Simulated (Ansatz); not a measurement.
Input and command of a plane-wave DFT calculation in Ansatz:

```yaml
crystal:
  lattice:
    - [4.9192156248, 0.0, 0.0]
    - [-2.4596078124, -4.2601656978, 0.0]
    - [0.0, 0.0, -6.1221359201]
  atoms:
    - { symbol: Hf, position: [0.3333333333, 0.6666666667, 0.25] }
    - { symbol: Hf, position: [0.3333333333, 0.6666666667, 0.75] }
    - { symbol: Hf, position: [0.6666666667, 0.3333333333, 0.25] }
    - { symbol: Hf, position: [0.6666666667, 0.3333333333, 0.75] }
    - { symbol: Hf, position: [0.0, 0.0, 0.5] }
    - { symbol: Hf, position: [0.0, 0.0, 0.0] }
basis:
  ecutwfc: 420
kpoints:
  mp_grid: { grid: [12, 12, 6] }
hamiltonian:
  xc: pbesol
scf:
  occupations: { method: gaussian, width: 0.1 }
output:
  forces: true
  stress: true
  eigenvalues: true
relax:
  adjacent_minimum: "off"
  f_tol: 0.015
  max_steps: 60
  cell: { stress_tol: 0.15 }
```

```bash
ansatz run input.yaml --threads 1 --pin off --max-ram 2560MiB --backend cpu --events-out ev --progress --plain --runs-dir out
```

Processor: Intel(R) Xeon(R) Platinum 8488C (Sapphire Rapids), 1 thread, on a host shared with other jobs.

Estimate time, memory and problem size.

About 87 s on 1 thread of Intel(R) Xeon(R) Platinum 8488C (Sapphire Rapids), with other jobs on the host, peak memory 0.88 GiB. It solves 94 bands at 76 k points (the mesh reduced by the symmetry that the task leaves, which can be less than the crystal's) with about 2463 plane waves (on the last cell), in 13 SCF iterations over 2 ionic steps.
